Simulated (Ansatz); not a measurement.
# Computed properties of Ti

```
CELL_PARAMETERS angstrom
2.64046 0.00000 0.00000
0.00000 2.64046 0.00000
0.00000 0.00000 2.64046
ATOMIC_POSITIONS crystal
Ti 0.00000 0.00000 0.00000
```

The structure comes from a relaxation in the same program, started in the sc type, and has space group Pm-3m. Whether it is a known phase or the ground state wasn't checked.

The calculation used DFT, PBE, all-electron LAPW, scalar-relativistic in Ansatz 0.2.0.

Numerical set-up: a Γ-centred 15×15×15 k mesh, Fermi–Dirac smearing of 0.05 eV, basis error target 0.5 meV/atom, no spin polarisation.

```
Band gap                                          : none: bands cross the Fermi level, a metal
Density of states at the Fermi level (0.2 eV bin) : 2.38 states/eV per cell
Volume per atom                                   : 18.41 Å³
Pressure at this cell                             : -0.01 GPa
```
